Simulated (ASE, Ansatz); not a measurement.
# Generalised stacking fault on (110) of a LiCl-LiBr solid solution (56 atoms): a single point

Wanted: forces, charges and levels of generalised stacking fault on (110) of a LiCl-LiBr solid solution (56 atoms).

Main program and level: Ansatz 0.2.0; Kohn-Sham DFT, PBE, PAW (set soft_2), plane waves.

## (1) The structure

The cell holds 56 atoms: 28 Li, 10 Br and 18 Cl. Cell: a = 7.448 Å, b = 5.266 Å, c = 26.274 Å, α = 90.0°, β = 88.6°, γ = 90.0°. It derives from LiCl and LiBr. Rock-salt LiCl lattice (a = 5.2663 Å, the value set for the mixture), cell with z along [110], 2 x 1 x 7 periods; the third cell vector is tilted by 0.167 of 1/2[1-10] and lengthened by 0.2 Å, so the cell holds one fault; displaced by a Gaussian of 0.01 Å; 10 of 28 Cl sites given to Br at random (lattice constant by Vegard's rule between LiCl and LiBr).

Limits known from the start: The cell is under 6 Å thick along one periodic direction, so every atom has periodic images of itself close by, which move with it and show among its neighbours and in g(r). The host structure and its lattice constant were typed by rule, without a check against the phase diagram.

## (2) Plane-wave single point

The electrons are solved once, with the atoms held.

Input file input.yaml:

```yaml
crystal:
  lattice:
    - [7.44767, 0.0, 0.0]
    - [0.0, 5.2663, 0.0]
    - [0.62061, 0.0, 26.26686]
  atoms:
    - { symbol: Li, position: [0.91913, 0.00218, 0.992] }
    - { symbol: Br, position: [0.74396, 0.0014, 0.07085] }
    - { symbol: Li, position: [0.98858, 0.99891, 0.14148] }
    - { symbol: Cl, position: [0.73115, 0.00223, 0.21221] }
    - { symbol: Li, position: [0.97731, 0.00101, 0.28303] }
    - { symbol: Cl, position: [0.71965, 0.00063, 0.35393] }
    - { symbol: Li, position: [0.96319, 0.00064, 0.42515] }
    - { symbol: Cl, position: [0.70866, 0.00185, 0.49638] }
    - { symbol: Li, position: [0.95476, 0.00041, 0.56668] }
    - { symbol: Cl, position: [0.69796, 0.00094, 0.63754] }
    - { symbol: Li, position: [0.94229, 0.00077, 0.70841] }
    - { symbol: Cl, position: [0.68522, 0.99799, 0.77951] }
    - { symbol: Li, position: [0.92848, 0.9998, 0.85007] }
    - { symbol: Cl, position: [0.67311, 0.00101, 0.92026] }
    - { symbol: Li, position: [0.41905, 0.00418, 0.99257] }
    - { symbol: Br, position: [0.24501, 0.00428, 0.07067] }
    - { symbol: Li, position: [0.48706, 0.00107, 0.14098] }
    - { symbol: Cl, position: [0.23064, 0.00244, 0.2126] }
    - { symbol: Li, position: [0.4756, 0.00086, 0.28323] }
    - { symbol: Br, position: [0.21936, 0.99656, 0.35332] }
    - { symbol: Li, position: [0.46327, 0.00205, 0.42486] }
    - { symbol: Cl, position: [0.21028, 0.99816, 0.49573] }
    - { symbol: Li, position: [0.45313, 0.00032, 0.5666] }
    - { symbol: Cl, position: [0.19905, 0.00087, 0.63782] }
    - { symbol: Li, position: [0.44225, 0.99943, 0.70851] }
    - { symbol: Cl, position: [0.1851, 0.99911, 0.77891] }
    - { symbol: Li, position: [0.42498, 0.99848, 0.84995] }
    - { symbol: Cl, position: [0.173, 0.99613, 0.92143] }
    - { symbol: Li, position: [0.24698, 0.5052, 0.07052] }
    - { symbol: Cl, position: [0.99108, 0.4995, 0.14101] }
    - { symbol: Li, position: [0.23274, 0.5011, 0.2122] }
    - { symbol: Cl, position: [0.97645, 0.50118, 0.28328] }
    - { symbol: Li, position: [0.21919, 0.49792, 0.35374] }
    - { symbol: Br, position: [0.96186, 0.49807, 0.42484] }
    - { symbol: Li, position: [0.21056, 0.49838, 0.49532] }
    - { symbol: Cl, position: [0.95245, 0.49676, 0.56652] }
    - { symbol: Li, position: [0.20016, 0.49957, 0.63784] }
    - { symbol: Cl, position: [0.93956, 0.50368, 0.70815] }
    - { symbol: Li, position: [0.18515, 0.50033, 0.77933] }
    - { symbol: Cl, position: [0.9301, 0.49983, 0.85063] }
    - { symbol: Li, position: [0.17163, 0.50126, 0.92124] }
    - { symbol: Cl, position: [0.91889, 0.50093, 0.99157] }
    - { symbol: Li, position: [0.74525, 0.50282, 0.07082] }
    - { symbol: Br, position: [0.4874, 0.50002, 0.14193] }
    - { symbol: Li, position: [0.73225, 0.49862, 0.21185] }
    - { symbol: Br, position: [0.47661, 0.50284, 0.28276] }
    - { symbol: Li, position: [0.72169, 0.49897, 0.3542] }
    - { symbol: Br, position: [0.46273, 0.50279, 0.42484] }
    - { symbol: Li, position: [0.7094, 0.49823, 0.49621] }
    - { symbol: Cl, position: [0.45154, 0.49874, 0.56729] }
    - { symbol: Li, position: [0.69686, 0.49871, 0.6377] }
    - { symbol: Br, position: [0.44079, 0.49958, 0.70849] }
    - { symbol: Li, position: [0.68492, 0.50001, 0.77954] }
    - { symbol: Br, position: [0.4269, 0.50152, 0.85002] }
    - { symbol: Li, position: [0.67217, 0.49745, 0.92088] }
    - { symbol: Br, position: [0.41647, 0.50399, 0.99235] }
kpoints:
  mp_grid: { grid: [2, 3, 1] }
hamiltonian:
  xc: pbe
scf:
  occupations: { method: gaussian, width: 0.025 }
output:
  forces: true
  stress: true
  populations: true
  dos:
    method: { smearing: { sigma: 0.08 } }
    de: 0.1
    projected: { site_lists: { Br: [Br], Cl: [Cl], Li: [Li] } }
  eigenvalues: true
  write_density: true
  write_potential: true
  volumetric_format: npy
```

Started as:

```bash
$ ansatz run input.yaml --threads 8 --pin off --max-ram 15872MiB --backend cpu --events-out ev --progress --plain --runs-dir out
```

Numbers of over 12 decimals in the logs are rounded to 6 here.

Output:

```text
Engine: ansatz 0.2.0, aarch64-unknown-linux-gnu
Pseudopotentials: kind: paw
Pseudopotential: Li, paw, valence charge 3, recommended cutoff 420 eV (normal), Li.paw.azcp
Pseudopotential: Br, paw, valence charge 7, recommended cutoff 420 eV (normal), Br.paw.azcp
Pseudopotential: Cl, paw, valence charge 7, recommended cutoff 420 eV (normal), Cl.paw.azcp
[... 5 lines on functional and potentials left out ...]
Crystal: 56 atoms, lattice volume = 1030.230 Å³
Basis set: ecut = 420 eV, 20159 PW (Γ), exchange–correlation on 100×72×360 points (8 copies of the dense FFT grid, shifted against one another)
Bands: 196, of which v1, the nominal top of the filled ones, is band 140 counted from 1 (139 counted from 0)
Symmetry: 1 space group operations
Space group: P1 (ITA 1), of the structure as read, at distance tolerance 1.0e-4 Å
k-points: 4 of 6 (time reversal used)
[... 7 lines on functional and potentials left out ...]
Initial density: superposition of atomic densities (neutral atoms: chi_scale 0, normalization atom), corrected by the library's trained network
Initial wavefunctions: pseudopotential atomic-orbital guess
Functional: x = pbe(κ = 0.804, μ = 0.219515), c = pbe(β = 0.066725)
SCF iter   1: F=—  HF=-53089.477336 eV  |F-HF|=—  |Δ(HF+E_count)|=         —  Δρ=3.01e-4  dr2=3.72e-3  ethr=1.77e-3  ⟨swp⟩=9.0  Hψ=3926  notcnv=0  defer=111
preconditioner: auto → Resta (q_TF=auto, 2.196 Å⁻¹)  ε∞=2.9  [insulator: Δε(μ)=5.410 eV  Ē_g=12.493 eV  σ=0.025 eV  W_gap=1.00  n_scr=182 (ndim 8)  ℏωp=17.3 eV  f_vac=0.000  D(μ)=0.00/eV (n_scr^D=0)  ε∞_Penn≈2.9]
SCF iter   2: F=—  HF=-53089.472434 eV  |F-HF|=—  |Δ(HF+E_count)|=   4.90e-3  Δρ=2.73e-4  dr2=2.25e-3  ethr=1.33e-6  ⟨swp⟩=3.5  Hψ=1756  notcnv=0  defer=169
SCF iter   3: F=—  HF=-53089.471629 eV  |F-HF|=—  |Δ(HF+E_count)|=   8.05e-4  Δρ=1.03e-4  dr2=5.56e-4  ethr=8.04e-7  ⟨swp⟩=2.0  Hψ=920  notcnv=0  defer=169
SCF iter   4: F=—  HF=-53089.471518 eV  |F-HF|=—  |Δ(HF+E_count)|=   1.11e-4  Δρ=4.87e-5  dr2=7.23e-5  ethr=1.98e-7  ⟨swp⟩=2.0  Hψ=940  notcnv=0  defer=169
SCF iter   5: F=—  HF=-53089.471016 eV  |F-HF|=—  |Δ(HF+E_count)|=   5.02e-4  Δρ=2.65e-5  dr2=1.15e-5  ethr=2.58e-8  ⟨swp⟩=2.0  Hψ=1293  notcnv=0  defer=195
SCF iter   6: F=—  HF=-53089.471014 eV  |F-HF|=—  |Δ(HF+E_count)|=   2.34e-6  Δρ=5.55e-6  dr2=6.20e-7  ethr=4.10e-9  ⟨swp⟩=2.0  Hψ=1050  notcnv=0  defer=197
SCF iter   7: F=-53089.471014 eV  HF=-53089.471014 eV  |F-HF|=1.49e-8  |Δ(HF+E_count)|=   1.15e-7  Δρ=1.53e-6  dr2=3.98e-8  ethr=3.57e-11  ⟨swp⟩=25.0  Hψ=8275  notcnv=0
SCF 1 converged in 7 iterations: F = -53089.471014 eV  dr2 = 3.98e-8
  greatest PAW one-centre occupation: 1.000 electrons in one spin orbital (limit 2), on the Li atom at site 28 (counted from 0), in its partial waves of l = 0
SCF converged after 7 iterations
Free energy (F): -53089.471014 eV
Harris-Foulkes:  -53089.471014 eV  (|F-HF|=1.49e-8)
Internal energy: -53089.471014 eV  (E = F + TS)
E sigma→0 (E₀):  -53089.471014 eV
Fermi energy:    4.772838 eV
--- Per-component energies (eV) ---
  E_band       = -2894.303002
  E_kinetic    = 4865.160009
  E_local      = -9134.140431  (includes V_loc(G=0)·N_el)
  E_nonlocal   = 287.366021
  E_hartree    = 2577.265141
  E_xc         = -4896.682354
  E_vxc        = -3649.043305  (∫ρ·V_xc dr)
  E_paw        = -34923.319755  (= ΣΔE_a)
  E_vpaw       = -418.171287  (= ΣTr[D̂ρ^β])
  E_aug_tail   = 0.002039  (compensation charges beyond the density's cutoff)
  E_ewald      = -11865.121685
  E_smearing   = -0.000000  (= −TS)
  E_closure    = 0.000000  (closes the sum)
  Σ components = -53089.471014   (vs F -53089.471014, Δ=0.00e0)
--- Forces (eV/Å), atoms counted from 1 ---
  atom   1  Li     0.16879037    -0.00330792    -0.46668662
  atom   2  Br    -0.25148714    -0.00387425     0.09503283
  atom   3  Li    -0.00905753     0.00761623     0.20748190
  atom   4  Cl     0.08182901    -0.01455386     0.02074103
  atom   5  Li    -0.14651754    -0.00045055    -0.14236788
  atom   6  Cl     0.02476243     0.00774963    -0.00914283
  atom   7  Li    -0.11907663    -0.01883908     0.11241110
  atom   8  Cl    -0.00407525    -0.02836431     0.02809637
  atom   9  Li    -0.01294897     0.00018513     0.01464823
  atom  10  Cl     0.02694218    -0.01293480    -0.02211378
  atom  11  Li    -0.01286289    -0.00487563    -0.01081307
  atom  12  Cl     0.05837893     0.03283013    -0.00565870
  atom  13  Li    -0.00766099    -0.00192944     0.00542486
  atom  14  Cl     0.04284897     0.01021659     0.10979194
[...]
atom  55  Li     0.26652809     0.00737075     0.04958522
  atom  56  Br     0.43163848    -0.03166343    -0.31195389
  max |Σ_I F_I| component: 1.66e-4 eV/Å
--- Stress (GPa, compression-positive) ---
        0.637764      -0.003081      -0.294638
       -0.003081       0.407147       0.000717
       -0.294638       0.000717       0.461187
  P = ⅓ Tr σ = 0.5020 GPa (5.020 kbar)
--- Band table (eV) ---
  k-point 0: bands = ["-42.1152", "-42.1131", "-42.1109", "-42.1069", [... 180 levels ...], "11.0130", "11.2385", "11.2552", "11.2613", "11.2772", "11.2942", "11.3857", "11.3943", "11.3983", "11.4257", "11.4913", "11.5336"]
[...]
--- Löwdin populations: 56 sites ---
  site symbol       q [e]
     0     Li      2.3283
     1     Br      7.5517
     2     Li      2.3399
[...]
55     Br      7.5519
  spilling = 0.006204 (of n_electrons = 280.000000)
```

Elapsed: 24 s, on 8 threads of Arm Neoverse V2, shared host; peak memory 3 GiB; 3.1 min of CPU time.

Numbers from this run:

- free energy: -53089.4710 eV
- free energy per atom: -948.0263 eV/atom
- SCF cycles: 7
- pressure: 0.502 GPa
- r.m.s. force component: 0.1221 eV/Å
- longest force: 0.5362 eV/Å
- Fermi energy: 4.773 eV
- gap (highest filled to lowest empty level): 5.463 eV
- spilling of the projection: 0.006204

Neighbours are counted within 2.98 Å (Li-Cl), 2.98 Å (Li-Br).

Length of the force by element and coordination:

| element | coordination | atoms | mean length of the force (eV/Å) | spread | least | most |
| --- | --- | --- | --- | --- | --- | --- |
| Br | all | 10 | 0.182 | 0.179 | 0.024 | 0.533 |
| Br | 5 | 3 | 0.436 | 0.118 | 0.269 | 0.533 |
| Br | 6 | 7 | 0.0737 | 0.0271 | 0.024 | 0.111 |
| Cl | all | 18 | 0.0708 | 0.0311 | 0.0275 | 0.154 |
| Cl | 5 | 1 | 0.154 | 0 | 0.154 | 0.154 |
| Cl | 6 | 17 | 0.0659 | 0.0244 | 0.0275 | 0.118 |
| Li | all | 28 | 0.207 | 0.138 | 0.0096 | 0.536 |
| Li | 5 | 4 | 0.425 | 0.161 | 0.148 | 0.536 |
| Li | 6 | 24 | 0.171 | 0.0942 | 0.0096 | 0.278 |

Löwdin charges by element and coordination (they lack the spilled electrons, 0.031 e an atom on average):

| element | coordination | atoms | mean charge (e) | spread | least | most |
| --- | --- | --- | --- | --- | --- | --- |
| Br | all | 10 | -0.546 | 0.0042 | -0.554 | -0.542 |
| Br | 5 | 3 | -0.553 | 0.0011 | -0.554 | -0.552 |
| Br | 6 | 7 | -0.544 | 0.0012 | -0.546 | -0.542 |
| Cl | all | 18 | -0.629 | 0.002 | -0.635 | -0.626 |
| Cl | 5 | 1 | -0.635 | 0 | -0.635 | -0.635 |
| Cl | 6 | 17 | -0.629 | 0.0014 | -0.632 | -0.626 |
| Li | all | 28 | 0.661 | 0.0145 | 0.628 | 0.686 |
| Li | 5 | 4 | 0.653 | 0.0115 | 0.641 | 0.672 |
| Li | 6 | 24 | 0.663 | 0.0144 | 0.628 | 0.686 |

Density of states as counts of states in windows of 1 eV (from the Fermi level), total and the larger projections:

| from (eV) | to (eV) | total | Cl p | Br p | Li s | Cl s | Br s |
| --- | --- | --- | --- | --- | --- | --- | --- |
| -18 | -17 | 0.0 | 0.0 | 0.0 | 0.0 | 0.0 | 0.0 |
| -17 | -16 | 9.7 | 0.0 | 0.0 | 2.3 | 4.7 | 2.7 |
| -16 | -15 | 46.3 | 0.0 | 0.0 | 2.2 | 28.7 | 15.2 |
| -15 | -6 | 0.0 | 0.0 | 0.0 | 0.0 | 0.0 | 0.0 |
| -6 | -5 | 42.4 | 24.3 | 14.1 | 3.4 | 0.2 | 0.1 |
| -5 | -4 | 49.6 | 33.8 | 13.1 | 1.6 | 0.2 | 0.2 |
| -4 | -3 | 70.2 | 43.5 | 25.6 | 0.3 | 0.0 | 0.0 |
| -3 | -2 | 5.8 | 1.7 | 4.1 | 0.0 | 0.0 | 0.0 |
| -2 | 2 | 0.0 | 0.0 | 0.0 | 0.0 | 0.0 | 0.0 |
| 2 | 3 | 0.3 | 0.0 | 0.0 | 0.2 | 0.1 | 0.1 |
| 3 | 4 | 9.6 | 0.3 | 0.2 | 3.3 | 0.5 | 0.4 |
| 4 | 5 | 35.0 | 0.8 | 0.5 | 12.9 | 0.8 | 0.6 |

The curve was stored every 0.100 eV, coarse against its broadening of 0.08 eV, so these counts are rough.

The stored curve holds about 224 of the 280 electrons; the rest, give or take the few that broadening carries across the Fermi level, lie in deeper levels below its range.

The levels nearest the highest filled one (over half full), pooled over k-points and spins:

```
level less the highest filled one (eV)  occupation
                                -0.212           2
                                -0.201           2
                                -0.166           2
                                -0.123           2
                               -0.0959           2
                                     0           2
                                  5.46           0
                                  5.88           0
                                  5.95           0
                                  6.21           0
                                  6.24           0
                                  6.28           0
```

Valence density in the ca plane at fractional y = 0.000, with atoms of Li and Br and Cl within 0.2 Å of it. It is the smooth field of the valence electrons, not physical close to the nuclei.

Values in e/Å³, 11 rows by 16 columns, each cell a mean:
```
0.1 0.1 3.0 0.1 0.1 0.3 3.6 0.1 0.1 1.7 2.5 0.1 0.1 3.5 0.9 0.1
0.8 0.4 0.1 0.2 0.6 0.2 0.1 0.3 0.4 0.1 0.2 0.3 0.3 0.4 0.2 0.3
1.2 1.0 0.1 0.7 1.3 0.5 0.1 1.0 1.3 0.2 0.2 1.2 1.1 0.1 0.3 1.3
1.3 0.8 0.1 0.7 1.4 0.5 0.1 1.0 1.3 0.3 0.2 1.2 1.2 0.1 0.4 1.1
0.4 0.2 0.2 0.2 0.5 0.2 0.1 0.3 0.6 0.1 0.1 0.6 0.5 0.1 0.2 0.9
0.1 0.1 4.0 0.2 0.1 0.3 3.4 0.1 0.1 1.3 1.9 0.1 0.1 2.1 0.5 0.1
0.3 0.1 0.7 0.1 0.2 0.2 1.2 0.1 0.1 0.7 1.1 0.1 0.1 2.0 0.5 0.1
1.3 0.7 0.1 0.5 1.0 0.4 0.1 0.7 1.0 0.1 0.1 0.8 0.7 0.1 0.2 0.8
1.1 1.0 0.1 0.7 0.6 0.6 0.1 1.1 1.1 0.3 0.2 1.1 1.1 0.1 0.4 1.2
0.9 0.5 0.1 0.4 0.9 0.3 0.1 0.7 1.1 0.2 0.1 1.1 1.0 0.1 0.3 1.4
0.1 0.1 1.9 0.1 0.2 0.2 1.1 0.1 0.2 0.4 0.5 0.2 0.2 0.3 0.1 0.4
```
Columns run along c (16.0 Å, from fractional 0.19 to 0.80 of the cell), rows up along a (7.4 Å). Atoms in or near the plane, at fractional coordinates: Cl at (0.21, 0.73), Li at (0.28, 0.98), Cl at (0.35, 0.72), Li at (0.43, 0.96), Cl at (0.50, 0.71), Li at (0.57, 0.95), Cl at (0.64, 0.70), Li at (0.71, 0.94), Cl at (0.78, 0.69), Cl at (0.21, 0.23), Li at (0.28, 0.48), Br at (0.35, 0.22), Li at (0.42, 0.46), Cl at (0.50, 0.21) and more.

(Continued in part 2 of 2.)

[Logs are printed without paths, hosts, clocks, repeated set-up lines and the standing remarks that a program may print on its own settings, such as how far it seeks lower states.]

[Hosts, paths, dates, database ids (printed as entryN), source tags and the programs' standing remarks are cut or masked in the printed files.]
